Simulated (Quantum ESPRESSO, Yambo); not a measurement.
## NaCl (Fm-3m): changed settings of a GW run in Yambo

What do changed inputs do to GW on NaCl (Fm-3m)?

Calculated with Yambo 5.3.0; PBE and many-body steps on it, plane waves.

This is a report of a sequence of runs, with most program output left out.

The database entry behind the starting cell differs from later determinations by our own check (an axis about 0.4 % short against later determinations), so it need not match the best structure at ambient conditions.

### 1. Starting point

The structure is cubic, space group Fm-3m (No. 225). Conventional cell: a = 5.620 Å, b = 5.620 Å, c = 5.620 Å, α = 90.00°, β = 90.00°, γ = 90.00°. Nearest to Na lie 6 Cl at 2.81 Å. Cl has 6 Na at 2.81 Å nearest. Farther neighbours and most contacts between anions are not listed.

As a file:

```cif
data_structure
_symmetry_space_group_name_H-M 'P 1'
_symmetry_Int_Tables_number 1
_cell_length_a 3.9739
_cell_length_b 3.9739
_cell_length_c 3.9739
_cell_angle_alpha 60.000
_cell_angle_beta 60.000
_cell_angle_gamma 60.000
_cell_volume 44.38
loop_
_atom_site_label
_atom_site_type_symbol
_atom_site_fract_x
_atom_site_fract_y
_atom_site_fract_z
_atom_site_occupancy
Na1 Na 0.00000 0.00000 0.00000 1
Cl2 Cl 0.50000 0.50000 0.50000 1
```

The cell and positions come from the Crystallography Open Database and are kept as given unless a step says otherwise.

### 2. Base

This step: Yambo 5.3.0; G0W0 on PBE, plane waves, norm-conserving pseudopotentials.

Now the one-shot GW correction: screening in the RPA, then the self-energy of the levels asked for.

Input file gw2.in:

```
HF_and_locXC
gw0
dyson
ppa
em1d
rim_cut
RandQpts= 1000000
RandGvec= 1 RL
EXXRLvcs= 76 Ry
VXCRLvcs= 304 Ry
Chimod= "HARTREE"
% BndsRnXp
 1 | 124 |
%
NGsBlkXp= 10.5 Ry
% LongDrXp
 1 | 1 | 1 |
%
% GbndRnge
 1 | 124 |
%
DysSolver= "n"
ExtendOut
PPAPntXp= 27.21138 eV
% QPkrange
 1 | 1 | 7 | 10 |
%
```

Started as:

```
OMP_NUM_THREADS=1 mpirun -n 8 yambo -F gw2.in -J gw2 -C gw2 > gw2.log
```

It took 26 s on 8 MPI ranks of Intel Xeon Platinum 8488C (Sapphire Rapids), shared host; peak memory 3.1 GiB.

This step gave:

* G0W0 gap on the points computed: 8.054 eV
* starting gap on the mesh: 5.150 eV
* k of the valence top: 0, 0, 0
* k of the conduction bottom: 0, 0, 0
* least direct G0W0 gap on the computed points: 8.054 eV
* Z at the valence top: 0.8159
* Z at the conduction bottom: 0.8681

The gap on the mesh goes from 5.15 eV to 8.05 eV, a correction of +2.90 eV.

### 3. Fewer bands in the self-energy

Input file gw6.in:

```
HF_and_locXC
gw0
dyson
ppa
em1d
rim_cut
RandQpts= 1000000
RandGvec= 1 RL
EXXRLvcs= 76 Ry
VXCRLvcs= 304 Ry
Chimod= "HARTREE"
% BndsRnXp
 1 | 124 |
%
NGsBlkXp= 10.5 Ry
% LongDrXp
 1 | 1 | 1 |
%
% GbndRnge
 1 | 18 |
%
DysSolver= "n"
ExtendOut
PPAPntXp= 27.21138 eV
% QPkrange
 1 | 1 | 7 | 10 |
%
```

Started as:

```
OMP_NUM_THREADS=1 mpirun -n 8 yambo -F gw6.in -J gw6,gw2_W -C gw6 > gw6.log
```

Elapsed: 4.9 s, on 8 MPI ranks; peak memory 2.7 GiB; 36 s of CPU time.

This step gave:

```
G0W0 gap on the points computed              : 7.655 eV
starting gap on the mesh                     : 5.150 eV
k of the valence top                         : 0, 0, 0
k of the conduction bottom                   : 0, 0, 0
least direct G0W0 gap on the computed points : 7.655 eV
Z at the valence top                         : 0.8272
Z at the conduction bottom                   : 0.8758
```

### 4. More G vectors in the random integration

gw7.in, as its differences from gw6.in of step 3:

```diff
@@ -7,3 +7,3 @@
 RandQpts= 1000000
-RandGvec= 1 RL
+RandGvec= 59 RL
 EXXRLvcs= 76 Ry
@@ -19,3 +19,3 @@
 % GbndRnge
- 1 | 18 |
+ 1 | 124 |
 %
@@ -27 +27,2 @@
 %
+QpgFull
```

Started as:

```
OMP_NUM_THREADS=1 mpirun -n 8 yambo -F gw7.in -J gw7,gw2_W -C gw7 > gw7.log
```

It took 34 s on 8 MPI ranks; peak memory 3.1 GiB; 4.5 min of CPU time.

This step gave:

* G0W0 gap on the points computed: 8.083 eV
* starting gap on the mesh: 5.150 eV
* k of the valence top: 0, 0, 0
* k of the conduction bottom: 0, 0, 0
* least direct G0W0 gap on the computed points: 8.083 eV

Against G0W0 in Yambo (4×4×4 mesh, 124 bands, screening to 142.9 eV, Godby-Needs plasmon pole), the gap moves by +0.028 eV.

### 5. More bands than the database holds

Input file gw8.in:

```
HF_and_locXC
gw0
dyson
ppa
em1d
rim_cut
RandQpts= 1000000
RandGvec= 1 RL
EXXRLvcs= 76 Ry
VXCRLvcs= 304 Ry
Chimod= "HARTREE"
% BndsRnXp
 1 | 879 |
%
NGsBlkXp= 10.5 Ry
% LongDrXp
 1 | 1 | 1 |
%
% GbndRnge
 1 | 879 |
%
DysSolver= "n"
ExtendOut
PPAPntXp= 27.21138 eV
% QPkrange
 1 | 1 | 7 | 10 |
%
```

Started as:

```
OMP_NUM_THREADS=1 mpirun -n 8 yambo -F gw8.in -J gw8 -C gw8 > gw8.log
```

Run time: 3.4 s. Hardware: 8 MPI ranks; peak memory 2 GiB.

The run stopped with an error after 3.4 s.

The program's words: [ERROR] STOP signal received while in[05.01] Setup: observables and procedures [ERROR] Error in parallel wf distribution (Dipole ic)

The fault put into this input: more bands than the database holds.

### 6. Side by side

Times are wall times on 8 MPI ranks of Intel Xeon Platinum 8488C (Sapphire Rapids), shared host, good to a factor of about two.

| run | mesh | bands | screening cutoff (eV) | DFT gap (eV) | gap on the mesh (eV) | direct (eV) | time |
| --- | --- | --- | --- | --- | --- | --- | --- |
| base | 4×4×4 | 124 | 142.9 | 5.150 | 8.054 | 8.054 | 26 s |
| fewer bands in the self-energy | 4×4×4 | 18 | 142.9 | 5.150 | 7.655 | 7.655 | 4.9 s |
| more G vectors in the random integration | 4×4×4 | 124 | 142.9 | 5.150 | 8.083 | 8.083 | 34 s |

### 7. What came out

| Item | Value |
| --- | --- |
| base | 8.054 eV |
| fewer bands in the self-energy | 7.655 eV |
| more G vectors in the random integration | 8.083 eV |
| known limits | not at the basis limit; coarse k mesh |

What this shows: Fewer bands in the self-energy: −0.400 eV against base (keys changed: GbndRnge). More G vectors in the random integration: +0.028 eV against base (keys changed: RandGvec and QpgFull; the shift is their joint effect). Bands and cutoff are finite, so the gap is not at the basis limit. The miss can reach some tenths of an eV and take either sign; the mesh is an error of its own. In the G0W0 runs levels were corrected at 1 k point alone, so a gap called «on the mesh» is the least over those, and an edge elsewhere would be missed. The 4×4×4 mesh is coarse for this cell, which bears on the long-range parts of exchange and screening.

[Paths, hosts, dates, memory and timing lines, banners, echoed tables and standing remarks are left out of the program output.]

[Logs are printed without paths, hosts, clocks, repeated set-up lines and the standing remarks that a program may print on its own settings, such as how far it seeks lower states.]

[Runs of the session that timed out or met a known fault of the program may be left out.]

[Hosts, paths, dates, database ids (printed as entryN), source tags and the programs' standing remarks are cut or masked in the printed files.]
